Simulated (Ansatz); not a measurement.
# EuS: the cost of one run

All numbers are computed with Ansatz 0.2.0 through its Python package. Level of theory: DFT PBE, plane waves, PAW.

The COD entry's cell or inner coordinates are ideal or old and differ from later refinements, so a difference from it is no clean test against experiment.

## Step 1: Starting point

Symmetry: Fm-3m, No. 225, cubic system. The conventional cell has a = 5.957 Å, b = 5.957 Å, c = 5.957 Å, α = 90.00°, β = 90.00°, γ = 90.00°. Eu (site symmetry m-3m) is surrounded by 6 S at 2.98 Å. S (site symmetry m-3m) is surrounded by 6 Eu at 2.98 Å.

No structure file is read: the coordinates are typed or built in the script.

## Step 2: Script

The input, pdos_eus.py:

```python
import warnings

import ansatz as az
import numpy as np

warnings.simplefilter("ignore", az.DeckWarning)

vectors = np.array([
    [0.0, 2.9785, 2.9785],
    [2.9785, 0.0, 2.9785],
    [2.9785, 2.9785, 0.0],
])
system = (
    az.Lattice.of(vectors)
    .atom("Eu", (0.0, 0.0, 0.0))
    .atom("S", (0.5, 0.5, 0.5))
    .moments(Eu=4.9)
)

job = (
    system.calculation()
    .functional("pbe")
    .kpoints(mesh=(9, 9, 9))
    .occupations(az.OccupationsMethod.FERMI_DIRAC)
    .spin("collinear")
    .scf(extra_bands=10)
    .density_of_states(projected=True, energy_step=0.1)
)
result = job.run(threads=1)
report = result.report

dos = result.density_of_states()
energy = np.asarray(dos.energies_ev) - dos.fermi_ev
curves = {}
for site in result.projected_density_of_states().sites:
    for shell in site.shells:
        weight = sum(np.sum(curve.g_bin_mean_per_ev, axis=0) for curve in shell.curves)
        name = f"{site.species} {shell.label}"
        curves[name] = curves.get(name, 0) + weight

print("E-EF   " + " ".join(f"{name:>8s}" for name in curves))
for e in np.arange(-8, 4 + 0.1, 0.5):
    print(f"{e:5.1f}  " + " ".join(f"{np.interp(e, energy, g):8.3f}" for g in curves.values()))
```

## Step 3: The calls as engine input

The package turns the script's settings into the engine's input:

```yaml
crystal:
  lattice:
    - [0.0, 2.9785, 2.9785]
    - [2.9785, 0.0, 2.9785]
    - [2.9785, 2.9785, 0.0]
  atoms:
    - { symbol: Eu, position: [0.0, 0.0, 0.0] }
    - { symbol: S, position: [0.5, 0.5, 0.5] }
kpoints:
  mp_grid:
    grid: [9, 9, 9]
hamiltonian:
  xc: pbe
magnetization:
  spin_polarized: true
  per_species:
    Eu: 4.9
scf:
  n_extra_bands: 10
  occupations:
    method: fermi_dirac
output:
  dos:
    de: 0.1
    projected: true
```

## Step 4: The run

Run with:

```bash
> python pdos_eus.py
```

**Question.** How long does this script take on 1 thread of Arm Neoverse V1, shared host, and how much memory does it need?

About 9 s, with a peak of 0.46 GiB.
